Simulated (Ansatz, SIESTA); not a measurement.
Given: the input of a run of SIESTA 5.4.2 on SnO2 (Cassiterite). 

SnO2.fdf

```
SystemName                      Cassiterite
SystemLabel                     SnO2
NumberOfSpecies                 2
NumberOfAtoms                   6
%block ChemicalSpeciesLabel
  1  50 Sn
  2   8 O
%endblock ChemicalSpeciesLabel
%include structure.fdf

%block kgrid.MonkhorstPack
    6   0   0  0.0
    0   6   0  0.0
    0   0   8  0.0
%endblock kgrid.MonkhorstPack
XC.Functional                   GGA
XC.Authors                      PBE
PAO.BasisSize                   DZP
PAO.EnergyShift                 0.003 Ry
Mesh.Cutoff                     800 Ry
OccupationFunction              FD
ElectronicTemperature           0.05 eV
MaxSCFIterations                120
SCF.MustConverge                false
SCF.Mixer.Method                Pulay
SCF.Mixer.Weight                0.25
SCF.Mixer.History               8
SCF.DM.Tolerance                5.0e-05
SCF.H.Tolerance                 1.0e-03 eV
WriteForces                     true
Charge.Mulliken                 end
%block PAO.Basis
  Sn 4
  n=5 0 2
    6.368 0.000
  n=5 1 2
    8.229 0.000
  n=4 2 2
    3.897 0.000
  n=5 2 1
    8.229
%endblock PAO.Basis
```

structure.fdf

```
LatticeConstant                 1.0 Ang
%block LatticeVectors
     4.7380000000     0.0000000000     0.0000000000
     0.0000000000     4.7380000000     0.0000000000
     0.0000000000     0.0000000000     3.1865000000
%endblock LatticeVectors
AtomicCoordinatesFormat         Fractional
%block AtomicCoordinatesAndAtomicSpecies
     0.5000000000     0.5000000000     0.5000000000  1  Sn
     0.0000000000     0.0000000000     0.0000000000  1  Sn
     0.8071000000     0.1929000000     0.5000000000  2  O
     0.6929000000     0.6929000000     0.0000000000  2  O
     0.1929000000     0.8071000000     0.5000000000  2  O
     0.3071000000     0.3071000000     0.0000000000  2  O
%endblock AtomicCoordinatesAndAtomicSpecies
```

Potentials or basis: SG15 1.2 (PBE files), converted to PSML or PseudoDojo by element, two zetas on semicore shells, DZP (energy shift 0.003 Ry; two zetas on semicore shells).

Command:

```sh
$ siesta < SnO2.fdf > SnO2.out 2>&1
```

Translate it to Ansatz 0.2.0. Potentials or basis there: Ansatz PAW, cutoff 500 eV.

As run (cutoffs and basis follow the program's own potentials, and thresholds, step limits or extra output files can differ):

Contents of input.yaml:

```yaml
crystal:
  lattice:
    - [4.738, 0.0, 0.0]
    - [0.0, 4.738, 0.0]
    - [0.0, 0.0, 3.1865]
  atoms:
    - { symbol: Sn, position: [0.5, 0.5, 0.5] }
    - { symbol: Sn, position: [0.0, 0.0, 0.0] }
    - { symbol: O, position: [0.8071, 0.1929, 0.5] }
    - { symbol: O, position: [0.6929, 0.6929, 0.0] }
    - { symbol: O, position: [0.1929, 0.8071, 0.5] }
    - { symbol: O, position: [0.3071, 0.3071, 0.0] }
hamiltonian:
  xc: pbe
  pseudopotentials: { kind: paw }
kpoints:
  mp_grid: { grid: [6, 6, 8] }
scf:
  occupations: { method: fermi_dirac, width: 0.05 }
basis:
  ecutwfc: "500 eV"
output:
  forces: true
  stress: true
  eigenvalues: true
```

Potentials or basis: Ansatz PAW.

Run with:

```console
$ ansatz run input.yaml --threads 2 --pin off --max-ram 5120MiB --backend cpu --events-out ev --progress --plain --runs-dir out
```

Both were run:

|  | SIESTA | Ansatz |
| --- | --- | --- |
| Pressure | 19.7 GPa | 11.1 GPa |
| Largest force | 0.326 eV/Å | 0.274 eV/Å |

Ansatz's pressure holds a Pulay term of +0.03 GPa for its cutoff of 500 eV, which the other run lacks.

The two runs disagree by more than potentials and bases usually give (in gap, levels, pressure or energy); the cause wasn't traced.

The cell lies far from this level's equilibrium.

Pressure is positive in compression.
